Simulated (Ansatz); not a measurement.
**SnO2 under changes of volume**

One of the cells (14.496 Å³/atom); the others are scaled copies at fixed shape and fractional positions:

```xyz
3
Lattice="1.6171 0.9336 4.8006 -1.6171 0.9336 4.8006 0.0000 -1.8673 4.8006" Properties=species:S:1:pos:R:3 pbc="T T T"
Sn    0.0000    0.0000    7.2009
O     0.0000    0.0000   10.9861
O     0.0000    0.0000    3.4157
```

Measurements of this composition are mostly on another form, of space group No. 136.

```yaml
Program: Ansatz 0.2.0
Functional: PBEsol
Potentials_or_basis: Ansatz PAW
Cutoff: "420 eV (not typed: the program's choice for these potentials)"
k_mesh: 10 × 10 × 10
Occupations: fermi-dirac, width 0.05 eV
Spin: no spin polarisation
```

| volume (Å³/atom) | energy over the lowest point (meV/atom) | pressure (GPa) | gap on the mesh (eV) | largest force (eV/Å) |
| --- | --- | --- | --- | --- |
| 13.626 | 4.62 | 4.4 | 2.27 | 0.297 |
| 13.916 | 0.00 | 0.8 | 2.13 | 0.045 |
| 14.206 | 1.41 | -2.3 | 1.99 | 0.184 |
| 14.496 | 8.21 | -5.1 | 1.87 | 0.394 |
| 14.785 | ? | ? | ? | ? |
| 15.075 | 35.53 | -9.8 | 1.64 | 0.761 |
| 15.365 | 55.04 | -11.7 | 1.53 | 0.921 |

Question: What does the run at 14.785 Å³/atom give?

Answer: Energy over the lowest point 19.75 meV/atom; pressure -7.6 GPa; gap on the mesh 1.75 eV; largest force 0.586 eV/Å.

Worked out: A Birch-Murnaghan fit of order 3 (a polynomial in V^(-2/3)) to the other rows has its minimum at 13.99 Å³/atom with B0 = V·E''(V) = 157 GPa and B' = 4.8 at fixed shape and positions, which overstates the stiffness. It gives 19.74 meV/atom at 14.785 Å³/atom, against the run's 19.75, and -dE/dV = -7.6 GPa, against -7.6. A straight line through the other rows of the gap, of slope -6.13 eV per unit of ln V, gives 1.76 eV, against the run's 1.75.

Energies are extrapolated to zero smearing.

Caveats: spin-orbit coupling is left out, which moves the levels of the heavy elements; the PAW data sets come from PBE, with cores solved anew for the run's functional, which leaves a small shift of forces and pressure.

A mesh can miss the band edges.
